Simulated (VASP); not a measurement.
Ni: relaxation of the atoms with PBE

Sheet: Ni, a sheet with vacuum.

```xyz
1
Lattice="2.2591 0.0000 0.0000 0.0000 2.2591 0.0000 0.0000 0.0000 23.8000" Properties=species:S:1:pos:R:3 pbc="T T T"
Ni    1.1296    1.1296    7.0001
```

The cell was built by a generator and needn't be a form met in nature.

```yaml
Program: VASP 6.6.1
Task: relaxation of the atoms
Functional: PBE
Potentials_or_basis: VASP PAW PBE potentials, release 64 (Ni)
Cutoff: 520 eV
k_mesh: 9 × 9 × 1
Occupations: fermi-dirac, width 0.05 eV
Spin: collinear spin, ferromagnetic start
Starting_moments: "[1.0] μB"
Dipole_correction: yes
Atoms_held_fixed_from_0: "[0]"
Further_INCAR_settings: ALGO = Normal; EDIFF = 1e-07; IBRION = 2; EDIFFG = -0.01; NSW = 60
```

```
Band gap on the k mesh                                : none (metal or under the smearing width)
Net moment                                            : 0.82 μB per cell
Site moments                                          : Ni +0.84 μB
Valence electrons inside the program's atomic spheres : Ni 9.16
```

Final structure:
```yaml
crystal:
  lattice:
    - [2.25911, 0.00000, 0.00000]
    - [0.00000, 2.25911, 0.00000]
    - [0.00000, 0.00000, 23.80000]
  atoms:
    - { symbol: Ni, position: [0.50000, 0.50000, 0.29412] }
```

Levels at points of the mesh, in eV from the Fermi level:
Spin up:
```
           k point  band 2  band 3  band 4  band 5  band 6  band 7  band 8  band 9  band 10
(0.00, 0.00, 0.00)   -3.85   -2.00   -0.90   -0.90   -0.55    0.76    4.84    5.29     5.38
```
Spin down:
| k point | band 1 | band 2 | band 3 | band 4 | band 5 | band 6 | band 7 | band 8 |
| --- | --- | --- | --- | --- | --- | --- | --- | --- |
| (0.00, 0.00, 0.00) | -5.81 | -3.25 | -1.60 | 0.25 | 0.25 | 0.52 | 0.70 | 4.79 |

Wall time 50 s on 1 thread of Intel(R) Xeon(R) 6975P-C (Granite Rapids), with other jobs on the host, peak memory 0.27 GiB.

Caveat: the relaxation stopped at its first step, so nothing moved.
